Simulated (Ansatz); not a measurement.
TaN:

```
Ta N
1.0
     2.92177    0.00000    0.00000
    -1.46088    2.53033    0.00000
     0.00000    0.00000    5.91652
Ta N
2 2
Direct
  0.00000 0.00000 0.50000
  0.00000 0.00000 0.00000
  0.33333 0.66667 0.25000
  0.66667 0.33333 0.75000
```

The cell comes from a database or a generator and needn't be the stable form of this composition.

Program: Ansatz 0.2.0. Alike in all runs: task projected density of states; potentials or basis Ansatz PAW; no spin polarisation; cell as given; k mesh 6 × 6 × 3; smearing fermi-dirac 0.05 eV; the mesh is coarse, so values aren't converged.

Q: Order these runs on this cell by their pressure, lowest first.
A. level r2SCAN; cutoff (eV) 500
B. level BLYP; cutoff (eV) 420
C. level RPBE; cutoff (eV) 420
D. level PBEsol; cutoff (eV) 420
E. level LDA; cutoff (eV) 420

A: E (-17.4 GPa), D (-10.9 GPa), A (-6.4 GPa), C (3.1 GPa), B (9.4 GPa).

Caveats: all runs use coarse meshes; the PAW data sets come from PBE, with cores solved anew for the run's functional, which leaves a small shift of forces and pressure.

Runs at the PBE level aren't shown here.
